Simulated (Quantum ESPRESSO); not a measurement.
**CrO2: which magnetic order is lowest**

Aim: find out which collinear order of CrO2 costs least.

Main program and level: Quantum ESPRESSO 7.5; PBE with U = 2.1 eV on Cr d (ortho-atomic projectors); plane waves with GBRV 1.5 PBE potentials, no spin-orbit coupling.

This is a report of a sequence of runs, with most program output left out.

**1. The structure**

The structure is orthorhombic, space group Pnnm (No. 58). The conventional cell has a = 4.448 Å, b = 4.529 Å, c = 2.986 Å, α = 90.00°, β = 90.00°, γ = 90.00°. Nearest to Cr lie 6 O at 1.92 to 1.95 Å. Nearest to O lie 3 Cr at 1.92 to 1.95 Å. Farther neighbours and most contacts between anions are not listed.

As a file:

```cif
data_structure
_symmetry_space_group_name_H-M 'Pnnm'
_symmetry_Int_Tables_number 58
_cell_length_a 4.4481
_cell_length_b 4.5292
_cell_length_c 2.9860
_cell_angle_alpha 90.000
_cell_angle_beta 90.000
_cell_angle_gamma 90.000
_cell_volume 60.16
loop_
_atom_site_label
_atom_site_type_symbol
_atom_site_symmetry_multiplicity
_atom_site_Wyckoff_symbol
_atom_site_fract_x
_atom_site_fract_y
_atom_site_fract_z
_atom_site_occupancy
Cr1 Cr 2 a 0.50000 0.50000 0.50000 1
O1 O 4 g 0.79297 0.18982 0.50000 1
```

The cell comes from Materials Project 2023-11-01, a database of computed structures, and need not be the stable phase.

**2. Run 1, typed as ferro ++**

The signs are those of the starting moments on the seeded atoms, the atoms that are given a moment.

pw.in

```
&CONTROL
  calculation = 'scf'
  prefix = 'pwscf'
  outdir = './tmp'
  pseudo_dir = './pseudo'
  disk_io = 'nowf'
  tprnfor = .true.
  tstress = .true.
/
&SYSTEM
  ibrav = 0
  celldm(1) = 8
  nat = 6
  ntyp = 2
  ecutwfc = 40
  ecutrho = 280
  nbnd = 39
  occupations = 'smearing'
  smearing = 'fd'
  degauss = 0.00999582
  nspin = 2
  starting_magnetization(1) = 0.2143
  starting_magnetization(2) = 0
/
&ELECTRONS
  conv_thr = 1.2d-08
  electron_maxstep = 150
  mixing_beta = 0.3
/
ATOMIC_SPECIES
Cr     51.9961 cr_pbe_v1.5.uspp.F.UPF
O      15.9990 o_pbe_v1.2.uspp.F.UPF
CELL_PARAMETERS alat
   1.0506997738550    0.0000000000000    0.0000000000000
   0.0000000000000    1.0698767145913    0.0000000000000
   0.0000000000000    0.0000000000000    0.7053317722490
ATOMIC_POSITIONS crystal
Cr      0.5000000000    0.5000000000    0.5000000000
Cr      0.0000000000    0.0000000000    0.0000000000
O       0.7929690000    0.1898170000    0.5000000000
O       0.2070310000    0.8101830000    0.5000000000
O       0.7070310000    0.6898170000    0.0000000000
O       0.2929690000    0.3101830000    0.0000000000
K_POINTS automatic
8 8 8 0 0 0
HUBBARD {ortho-atomic}
U Cr-3d 2.1000
```

On the command line:

```
$ OMP_NUM_THREADS=1 mpirun -n 2 pw.x -nk 2 -in pw.in > pw.out
```

Wall time 3 min (2 MPI ranks of Arm Neoverse V2, shared host); peak memory 0.6 GiB.

Spin moment in the atom's sphere by atom:

```csv
atom,spin moment in the atom's sphere (μB)
Cr1,1.99
Cr2,1.99
O3,-0.20
O4,-0.20
O5,-0.20
O6,-0.20
```

This step gave:

* smearing term TS: 0.08655 eV
* pressure: -5.199 GPa
* magnetization: 4 μB
* absolute magnetization: 5.803 μB
* final state: ferromagnetic

**3. Run 2, typed as antiferro +−**

pw.in, as its differences from that of step 2:

```diff
@@ -13,6 +13,6 @@
   nat = 6
-  ntyp = 2
+  ntyp = 3
   ecutwfc = 40
   ecutrho = 280
-  nbnd = 39
+  nbnd = 36
   occupations = 'smearing'
@@ -22,3 +22,4 @@
   starting_magnetization(1) = 0.2143
-  starting_magnetization(2) = 0
+  starting_magnetization(2) = -0.2143
+  starting_magnetization(3) = 0
 /
@@ -30,3 +31,4 @@
 ATOMIC_SPECIES
-Cr     51.9961 cr_pbe_v1.5.uspp.F.UPF
+Cr1    51.9961 cr_pbe_v1.5.uspp.F.UPF
+Cr2    51.9961 cr_pbe_v1.5.uspp.F.UPF
 O      15.9990 o_pbe_v1.2.uspp.F.UPF
@@ -37,4 +39,4 @@
 ATOMIC_POSITIONS crystal
-Cr      0.5000000000    0.5000000000    0.5000000000
-Cr      0.0000000000    0.0000000000    0.0000000000
+Cr1     0.5000000000    0.5000000000    0.5000000000
+Cr2     0.0000000000    0.0000000000    0.0000000000
 O       0.7929690000    0.1898170000    0.5000000000
@@ -46,2 +48,3 @@
 HUBBARD {ortho-atomic}
-U Cr-3d 2.1000
+U Cr1-3d 2.1000
+U Cr2-3d 2.1000
```

The job ended after 5 min (2 MPI ranks; peak memory 0.7 GiB; 9.9 min of CPU time).

Spin moment in the atom's sphere by atom:

```csv
atom,spin moment in the atom's sphere (μB)
Cr1,1.79
Cr2,-1.79
O3,0.02
O4,0.02
O5,-0.02
O6,-0.02
```

This step gave:

- smearing term TS: 0.1442 eV
- pressure: -5.931 GPa
- magnetization: 0 μB
- absolute magnetization: 4.557 μB
- final state: antiferromagnetic

**4. Run 3 (no spin polarisation)**

pw.in, as its differences from that of step 3:

```diff
@@ -13,3 +13,3 @@
   nat = 6
-  ntyp = 3
+  ntyp = 2
   ecutwfc = 40
@@ -20,6 +20,2 @@
   degauss = 0.00999582
-  nspin = 2
-  starting_magnetization(1) = 0.2143
-  starting_magnetization(2) = -0.2143
-  starting_magnetization(3) = 0
 /
@@ -31,4 +27,3 @@
 ATOMIC_SPECIES
-Cr1    51.9961 cr_pbe_v1.5.uspp.F.UPF
-Cr2    51.9961 cr_pbe_v1.5.uspp.F.UPF
+Cr     51.9961 cr_pbe_v1.5.uspp.F.UPF
 O      15.9990 o_pbe_v1.2.uspp.F.UPF
@@ -39,4 +34,4 @@
 ATOMIC_POSITIONS crystal
-Cr1     0.5000000000    0.5000000000    0.5000000000
-Cr2     0.0000000000    0.0000000000    0.0000000000
+Cr      0.5000000000    0.5000000000    0.5000000000
+Cr      0.0000000000    0.0000000000    0.0000000000
 O       0.7929690000    0.1898170000    0.5000000000
@@ -48,3 +43,2 @@
 HUBBARD {ortho-atomic}
-U Cr1-3d 2.1000
-U Cr2-3d 2.1000
+U Cr-3d 2.1000
```

Run time: 1.7 min. Hardware: 2 MPI ranks; peak memory 0.41 GiB.

Numbers from this step:

```
smearing term TS : 0.5158 eV
pressure         : -14.31 GPa
final state      : non-magnetic (no spin polarisation)
```

**5. Ranking**

An order is kept where moments of 0.15 μB or more survive with the typed signs; meshes match where a doubled cell samples the same k points as the first cell.

Orders:

```csv
start,final state,typed order kept,energy over the lowest (meV a seeded atom),largest site moment (μB),net moment (μB a cell of the first run),mesh matched,CPU time (s)
ferro ++,ferromagnetic,yes,0,1.987,4,yes,357.4
antiferro +-,antiferromagnetic,yes,228.5,1.789,0,yes,595.3
no spin polarisation,non-magnetic,-,1460,0,0,yes,208.2
```

**6. Occupations of the corrected shells in the lowest state**

Occupations of the Hubbard shells:

```csv
block,type,shell,spin,electrons,occupation numbers
1,Cr,3d,up,3.254,0.374 0.404 0.640 0.855 0.981
1,Cr,3d,down,0.7894,0.065 0.096 0.112 0.256 0.260
2,Cr,3d,up,3.254,0.374 0.404 0.640 0.855 0.981
2,Cr,3d,down,0.7894,0.065 0.096 0.112 0.256 0.260
```

**7. Outcome**

| Item | Value |
| --- | --- |
| lowest state found | ferromagnetic (from ferro ++) |
| largest site moment | 1.99 μB |
| next state with moments | antiferromagnetic, 229 meV a seeded atom higher |
| state without moments (under the same U) | 1460 meV a seeded atom higher |

**Reading.** Under a U the spinless run pays the Hubbard penalty of a partly filled shell, so its energy overstates what forming the moments gains. This is the lowest of 3 collinear or spinless starts, no proof of the ground state. Energies are free energies at an electronic temperature of 1580 K, which lowers moments and differences where the moments are itinerant. The smearing term is large for its width, so states at the Fermi level are partly filled: at this level the cell is a metal or has a gap of a few widths at most.

[Logs and program files are shortened in this print: banners, set-up blocks, solver, clock and traceback lines can be left out without a mark of their own.]

[Logs are printed without paths, hosts, clocks, repeated set-up lines and the standing remarks that a program may print on its own settings, such as how far it seeks lower states.]

[Hosts, paths, dates, database ids (printed as entryN), source tags and the programs' standing remarks are cut or masked in the printed files.]

[Where a cell is said to come from a database of computed structures, the database is the Materials Project.]
